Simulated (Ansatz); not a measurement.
# Electric field gradients in BaTiO3

```yaml
crystal:
  lattice:
    - [4.00730, 0.00000, 0.00000]
    - [0.00000, 4.00730, 0.00000]
    - [0.00000, 0.00000, 4.00730]
  atoms:
    - { symbol: Ba, position: [0.50000, 0.50000, 0.50000] }
    - { symbol: Ti, position: [0.00000, 0.00000, 0.00000] }
    - { symbol: O, position: [0.50000, 0.00000, 0.00000] }
    - { symbol: O, position: [0.00000, 0.50000, 0.00000] }
    - { symbol: O, position: [0.00000, 0.00000, 0.50000] }
```

Atom numbers follow the list: Ba1, Ti2, O3, O4, O5.

The cell is COD entry 1507757, as deposited and not checked against the literature; nothing was relaxed.

Levels of theory: DFT, PBE, all-electron PAW with datasets made for the crystal, scalar-relativistic (Ansatz 0.2.0); DFT, PBE, PAW with Ansatz's default frozen-core files, scalar-relativistic (Ansatz 0.2.0).

For the crystal-made all-electron datasets (AE datasets): a Γ-centred 8×8×8 k mesh, Fermi–Dirac smearing of 0.05 eV, cutoff 540 eV (chosen by the program for this cell), no spin polarisation. PAW takes a cutoff of 420 eV at this cell. The Ansatz runs share mesh, smearing and spin set-up.

Spin–orbit coupling is left out, which moves gradients at and beside heavy atoms by some per cent and at worst by a factor of two.

Vzz is the principal value of largest size of the traceless field-gradient tensor, in 10²¹ V/m², and η = (Vxx − Vyy)/Vzz with |Vzz| ≥ |Vyy| ≥ |Vxx|.

Q: Give the field gradient at each independent site.

A: 
```tsv
site	site symmetry	Vzz (η), AE datasets	Vzz (η), PAW
Ba1	m-3m	0 (under 0.004)	0 (under 0.004)
Ti2	m-3m	0 (under 0.004)	0 (under 0.004)
O3	4/mm.m	2.51 (η = 0.00)	2.60 (η = 0.00)
```

Q: Taking Q(O-17) = -0.0256 b, what quadrupole coupling constant follows at O3 from AE datasets?

A: Cq = eQVzz/h = 24.180 MHz × -0.0256 × (2.51) = -1.55 MHz.
